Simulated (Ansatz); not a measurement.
Crystal: TiC.

```
Ti C
1.0
     0.00000    2.16572    2.16572
     2.16572    0.00000    2.16572
     2.16572    2.16572    0.00000
Ti C
1 1
Direct
  0.00000 0.00000 0.00000
  0.50000 0.50000 0.50000
```

The cell is a database's computed one.

Base run:

```yaml
Program: Ansatz 0.2.0
Functional: PBE
Potentials_or_basis: all-electron LAPW, scalar-relativistic
Cutoff: 313 eV (chosen from the basis error)
Basis_error_allowed: 0.001 eV/atom
k_mesh: 11 × 11 × 11
Occupations: gaussian, width 0.024 eV
Spin: no spin polarisation
```

Its results: pressure 0.2 GPa.

Question: The run is repeated on the same cell with these changes: functional from PBE to PBEsol; occupations from gaussian, width 0.024 eV to fermi-dirac, width 0.05 eV. What comes out?

Answer: Pressure -6.7 GPa.
